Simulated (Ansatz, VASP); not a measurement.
One calculation of Pb, two programs

```
Pb
1.0
     0.00000    2.50759    2.50759
     2.50759    0.00000    2.50759
     2.50759    2.50759    0.00000
Pb
1
Direct
  0.00000 0.00000 0.00000
```

Change from the starting cell: volume scaled by 1.04.

Alike in both runs: task single point; functional PBE; k mesh 9 × 9 × 9; occupations fermi-dirac, width 0.05 eV; no spin polarisation.

|  | VASP | Ansatz |
| --- | --- | --- |
| version | VASP 6.6.1 | Ansatz 0.2.0 |
| potentials or method | VASP PAW PBE potentials, release 64 (Pb_d) | Ansatz PAW |
| plane-wave cutoff (eV) | 520 | 420 |
| valence electrons in the cell | 14 | 14 |

```csv
,VASP,Ansatz,Ansatz less VASP
gap on the k mesh at the Fermi level (eV),none,none,-
pressure (GPa),0.4,0.4,+0.06
```

A gap of «none» marks a metal or a gap that the smearing closes.

Spin-orbit coupling is left out, which matters for the levels of Pb.
